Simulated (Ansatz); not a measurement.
# MgO: the cost of one run

Method: DFT PBE, scalar-relativistic, plane waves, PAW, in Ansatz 0.2.0.

The COD cell was measured well above room temperature, so it is larger than a cold one.

9 further runs of the same task are left out: 9 set aside as unsound or not needed.

## (1) The structure to begin with

Symmetry: Fm-3m, No. 225, cubic system. Conventional cell: a = 4.254 Å, b = 4.254 Å, c = 4.254 Å, α = 90.00°, β = 90.00°, γ = 90.00°. Mg (site symmetry m-3m) has 6 O at 2.13 Å as nearest neighbours. O (site symmetry m-3m) has 6 Mg at 2.13 Å as nearest neighbours.

As a file:

```cif
data_structure
_symmetry_space_group_name_H-M 'Fm-3m'
_symmetry_Int_Tables_number 225
_cell_length_a 4.2544
_cell_length_b 4.2544
_cell_length_c 4.2544
_cell_angle_alpha 90.000
_cell_angle_beta 90.000
_cell_angle_gamma 90.000
_cell_volume 77.01
loop_
_atom_site_label
_atom_site_type_symbol
_atom_site_symmetry_multiplicity
_atom_site_Wyckoff_symbol
_atom_site_fract_x
_atom_site_fract_y
_atom_site_fract_z
_atom_site_occupancy
Mg1 Mg 4 a 0.00000 0.00000 0.00000 1
O1 O 4 b 0.50000 0.00000 0.00000 1
```

This cell was relaxed beforehand with the same method: volume 9.63 Å³/atom, gap on the mesh 4.46 eV.

## (2) Plan of the line

The energy is mapped over a normal mode and a strain (zone-centre modes of the cell shown) (x along [1 0 0], y along [0 1 0], z along [0 0 1] of the conventional cell).

First coordinate, amplitude of mode 6 (365 cm⁻¹), largest displacement in the unstrained cell: 11 values from −0.215 Å. Second coordinate, equal normal strain along x, y and z: 7 values from −2.50 %.

Nothing else is relaxed (the pattern is fixed in fractional coordinates). Energies count from the relaxed high-symmetry cell. Points are written as (first, second).

The modes come from a phonon run on the reference cell, made beforehand.

Displacement patterns for an amplitude of 1 (Å):

| atom | x1 | y1 | z1 |
| --- | --- | --- | --- |
| Mg1 | 0.000 | 0.000 | -0.658 |
| O2 | 0.000 | 0.000 | 1.000 |

## (3) Point (−0.172 Å, −2.50 %)

Contents of input.yaml:

```yaml
crystal:
  lattice:
    - [0.0, 2.0740382102, 2.0740382102]
    - [2.0740382102, 0.0, 2.0740382102]
    - [2.0740382102, 2.0740382102, 0.0]
  atoms:
    - { symbol: Mg, position: [0.0266123684, 0.0266123684, -0.0266123684] }
    - { symbol: O, position: [0.4595716224, 0.4595716224, 0.5404283776] }
basis:
  ecutwfc: 520.0
kpoints:
  mp_grid: { grid: [10, 10, 10] }
hamiltonian:
  xc: pbe
  pseudopotentials: { kind: paw, azcp: { folder: soft_1 } }
scf:
  occupations: { method: gaussian, width: 0.05 }
output:
  forces: true
  stress: true
  eigenvalues: true
```

Run with:

```console
ansatz run input.yaml --threads 1 --pin off --max-ram 2048MiB --backend cpu --events-out ev --progress --plain --runs-dir out
```

**Question.** How long does this run take on 1 thread of AMD EPYC 9R45 (Zen 5), shared host, and how much memory does it need?

About 1.1 s, with a peak of 0.36 GiB.
